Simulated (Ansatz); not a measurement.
Crystal: BaTiO3.

```
Ba Ti O
1.0
     0.00000   -2.83705   -2.84580
    -3.98410    2.83705   -2.84580
     3.98410    2.83705   -2.84580
Ba Ti O
2 2 6
Direct
  0.01483 0.52342 0.49595
  0.98517 0.97658 0.00405
  0.46949 0.00348 0.49813
  0.51471 0.48862 0.99397
  0.48613 0.25419 0.28052
  0.52967 0.75371 0.72738
  0.43502 0.81668 0.27996
  0.55996 0.18961 0.72633
  0.02114 0.00157 0.50510
  0.99144 0.49592 0.99239
```

| Item | Value |
| --- | --- |
| Program | Ansatz 0.2.0 |
| Task | relaxation of cell and atoms |
| Functional | r2SCAN |
| Dispersion | D3(BJ) |
| Potentials or basis | Ansatz PAW |
| Cutoff | 500 eV (not typed: the program's choice for these potentials) |
| k mesh | 7 × 5 × 5 |
| Occupations | fermi-dirac, width 0.05 eV |
| Spin | no spin polarisation |

At the start: volume 12.87 Å³/atom.

**Question.** Where does the relaxation end?

**Answer.** It ends after 10 steps and the volume is 12.85 Å³/atom (-0.1 %); space group R3m (No. 160, to 0.05 Å).

Step by step:
```csv
step,energy change (eV),largest force (eV/Å),volume (Å³)
1,0.0000,11.8420,128.67
2,-3.4559,4.9495,128.05
3,-4.5061,1.3517,127.33
4,-4.6275,0.0574,127.53
5,-4.6303,0.1111,128.26
6,-4.6374,0.1228,128.57
7,-4.6500,0.0119,128.28
8,-4.6506,0.0025,128.55
9,-4.6506,0.0029,128.53
10,-4.6506,0.0030,128.53
```

Final structure:
```cif
data_structure
_symmetry_space_group_name_H-M 'P 1'
_symmetry_Int_Tables_number 1
_cell_length_a 4.0048
_cell_length_b 5.6571
_cell_length_c 5.6732
_cell_angle_alpha 89.995
_cell_angle_beta 89.771
_cell_angle_gamma 90.000
_cell_volume 128.53
loop_
_atom_site_label
_atom_site_type_symbol
_atom_site_fract_x
_atom_site_fract_y
_atom_site_fract_z
_atom_site_occupancy
Ba1 Ba 0.99459 0.50033 0.49415 1
Ba2 Ba 0.99459 0.00036 0.99416 1
Ti1 Ti 0.48224 0.00034 0.48164 1
Ti2 Ti 0.48220 0.50033 0.98165 1
O1 O 0.50628 0.24629 0.26005 1
O2 O 0.50628 0.74629 0.76005 1
O3 O 0.50626 0.75453 0.26006 1
O4 O 0.50626 0.25454 0.76006 1
O5 O 0.01440 0.00039 0.50597 1
O6 O 0.01446 0.50039 0.00598 1
```

Caveat: the plane-wave basis is chosen anew once the cell has moved, so the energies of steps on either side of that aren't comparable; the PAW data sets come from PBE, with cores solved anew for the run's functional, which leaves a small shift of forces and pressure; the dispersion damping was fitted for another functional or another form of the correction.
